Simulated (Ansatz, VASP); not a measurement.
# CoSn in VASP and in Ansatz

Contents of INCAR:

```
SYSTEM = CoSn
PREC = Accurate ; ENCUT = 600
EDIFF = 1E-6 ; ISMEAR = 0
SIGMA = 0.1 ; LREAL = .FALSE.
LASPH = .TRUE. ; NELM = 100
ALGO = Fast ; ISIF = 3
LWAVE = .FALSE. ; LCHARG = .FALSE.
GGA = PE ; IBRION = 2
NSW = 60 ; EDIFFG = -0.04
```

The input KPOINTS:

```
regular mesh
0
G
  6 6 4
  0 0 0
```

Contents of POSCAR:

```
CoSn
1.0
    5.2460400000      0.0000000000      0.0000000000
   -2.6230200000      4.5432040000      0.0000000000
    0.0000000000      0.0000000000      4.1875900000
Co Sn
3 3
Direct
    0.0000000000      0.5000000000      0.0000000000
    0.5000000000      0.5000000000      0.0000000000
    0.5000000000      0.0000000000      0.0000000000
    0.6666670000      0.3333330000      0.5000000000
    0.3333330000      0.6666670000      0.5000000000
    0.0000000000      0.0000000000      0.0000000000
```

Input for Ansatz:

```yaml
crystal:
  lattice:
    - [5.24604, 0.0, 0.0]
    - [-2.62302, 4.543204, 0.0]
    - [0.0, 0.0, 4.18759]
  atoms:
    - { symbol: Co, position: [0.0, 0.5, 0.0] }
    - { symbol: Co, position: [0.5, 0.5, 0.0] }
    - { symbol: Co, position: [0.5, 0.0, 0.0] }
    - { symbol: Sn, position: [0.666667, 0.333333, 0.5] }
    - { symbol: Sn, position: [0.333333, 0.666667, 0.5] }
    - { symbol: Sn, position: [0.0, 0.0, 0.0] }
basis:
  ecutwfc: 420
kpoints:
  mp_grid: { grid: [6, 6, 4] }
hamiltonian:
  xc: pbe
scf:
  occupations: { method: gaussian, width: 0.1 }
output:
  forces: true
  stress: true
  eigenvalues: true
relax:
  adjacent_minimum: "off"
  f_tol: 0.04
  max_steps: 40
  cell: { stress_tol: 0.4 }
```

The cell is a database's computed one.

Alike in both runs: task relaxation of cell and atoms; functional PBE; k mesh 6 × 6 × 4; occupations gaussian, width 0.1 eV; no spin polarisation.

|  | VASP | Ansatz |
| --- | --- | --- |
| version | VASP 6.6.1 | Ansatz 0.2.0 |
| potentials or method | VASP PAW PBE potentials, release 64 (Co, Sn_d) | scalar-relativistic, plane waves, PAW |
| plane-wave cutoff (eV) | 600 | 420 |
| valence electrons in the cell | 69 | 93 |

|  | VASP | Ansatz | Ansatz less VASP |
| --- | --- | --- | --- |
| gap on the k mesh at the Fermi level, each at its own relaxed structure (eV) | none | none | - |
| relaxed volume (Å³/atom) | 17.13 | 17.14 | +0.010 |
| relaxed cell length with the largest relative difference (Å) | 5.300 | 5.302 | +0.0025 |
| energy change over the relaxation (meV/atom) | -6 | -6 | -0.2 |

A gap of «none» marks a metal or a gap that the smearing closes. The two sets of potentials don't hold the same shells in valence. Ansatz warned: «structure_snapped_to_symmetry».

Caveats: the k mesh is coarse (spacing up to 0.38 Å⁻¹), so the values aren't converged. Spin polarisation is off, so any magnetic state and its effect on volume and gap are missing.
